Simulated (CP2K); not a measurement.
## Cd: equation of state with PBE

The system is Cd.

```
Cd
1.0
     3.09307    0.00000    0.00000
    -1.54653    2.67868    0.00000
     0.00000    0.00000   10.43074
Cd
4
Direct
  0.66667 0.33333 0.75000
  0.00000 0.00000 0.50000
  0.33333 0.66667 0.25000
  0.00000 0.00000 0.00000
```

* Program: CP2K 2026.2
* Task: equation of state
* Functional: PBE
* Potentials or basis: POTENTIAL_UZH Cd GTH-PBE-q12; TZVP-MOLOPT-PBE-GTH basis
* Density cutoff: 6123 eV
* k mesh: 10 × 10 × 3
* Occupations: fermi-dirac, width 0.05 eV
* Spin: no spin polarisation
* SCF solver: diagonalisation with k points
* Quickstep method: GPW
* EPS_DEFAULT: 1.0E-10
* EPS_SCF: 1.0E-6
* MAX_SCF: 100
* SCF_GUESS: ATOMIC
* k points reduced by the point group: yes
* Mesh centred on Gamma: yes
* CHOLESKY: OFF
* EPS_EIGVAL: 1.0E-7
* MIXING METHOD: BROYDEN_MIXING
* MIXING ALPHA: 0.4
* NBUFFER: 8
* NGRIDS: 5
* Basis sets: Cd TZVP-MOLOPT-PBE-GTH-q12
* Potentials: Cd GTH-PBE-q12 of POTENTIAL_UZH
* ADDED_MOS: [14]
* REL_CUTOFF (Ry): 60 Ry
* MIXING BETA (1/bohr): 1.5 1/bohr
* CUTOFF of the grids: 450 Ry

```
Equilibrium volume                        : 22.91 Å³/atom (rough: see the caveat)
Bulk modulus at fixed shape and positions : 43 GPa (rough)
```

Energy against volume, from the lowest point:
```csv
volume (Å³/atom),energy (meV/atom)
20.309,51.84
20.741,34.36
21.173,21.01
21.606,11.30
22.038,4.82
22.470,1.17
22.902,0.00
```

All runs of the series together: 4.5 min on 3 threads of Arm Neoverse V2, with other jobs on the host.

Caveat: the minimum lies outside the volumes run; the cell was scaled at fixed shape and fractional positions, which overstates the stiffness of a crystal with free parameters, most of all of layers and chains; the basis of atomic orbitals isn't converged, which shifts pressures, moduli and gaps.
